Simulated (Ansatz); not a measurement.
# MnO under changes of volume

One of the cells (10.999 Å³/atom); the others are scaled copies at fixed shape and fractional positions:

```
CELL_PARAMETERS angstrom
0.00000 2.22391 2.22391
2.22391 0.00000 2.22391
2.22391 2.22391 0.00000
ATOMIC_POSITIONS crystal
Mn 0.00000 0.00000 0.00000
O 0.50000 0.50000 0.50000
```

The cell is a database's computed one.

```yaml
Program: Ansatz 0.2.0
Functional: revPBE0
Potentials_or_basis: Ansatz PAW
Cutoff: "420 eV (not typed: the program's choice for these potentials)"
k_mesh: 5 × 5 × 5
Occupations: fermi-dirac, width 0.05 eV
Spin: collinear spin, ferromagnetic start
Starting_moments: "[4.0, 0.0] μB"
```

```tsv
volume (Å³/atom)	energy over the lowest point (meV/atom)	pressure (GPa)	gap on the mesh (eV)
10.339	?	?	?
10.559	23.35	11.4	2.30
10.779	10.69	7.3	2.25
10.999	2.67	3.7	2.21
11.219	0.00	0.5	2.16
11.439	1.33	-2.4	2.12
11.659	6.43	-5.1	2.08
```

Question: What does the run at 10.339 Å³/atom give?

Answer: Energy over the lowest point 41.82 meV/atom; pressure 15.8 GPa; gap on the mesh 2.36 eV.

Worked out: A Birch-Murnaghan fit of order 3 (a polynomial in V^(-2/3)) to the other rows has its minimum at 11.26 Å³/atom with B0 = V·E''(V) = 156 GPa and B' = 4.2. It gives 42.06 meV/atom at 10.339 Å³/atom, against the run's 41.82, and -dE/dV = 15.9 GPa, against 15.8. A straight line through the other rows of the gap, of slope -2.22 eV per unit of ln V, extrapolates to 2.34 eV, against the run's 2.36.

Energies are extrapolated to zero smearing.

Caveats: all runs use coarse meshes; the magnetic or orbital state may not be the lowest; odd divisions of the mesh miss points on the zone boundary, where band edges often lie, so the gap on the mesh can be too wide; a cell with one magnetic atom can't hold antiferromagnetic order, which such compounds often take; the PAW data sets come from PBE, with cores solved anew for the run's functional, which leaves a small shift of forces and pressure; the thresholds are loose for stress.

A mesh can miss the band edges.
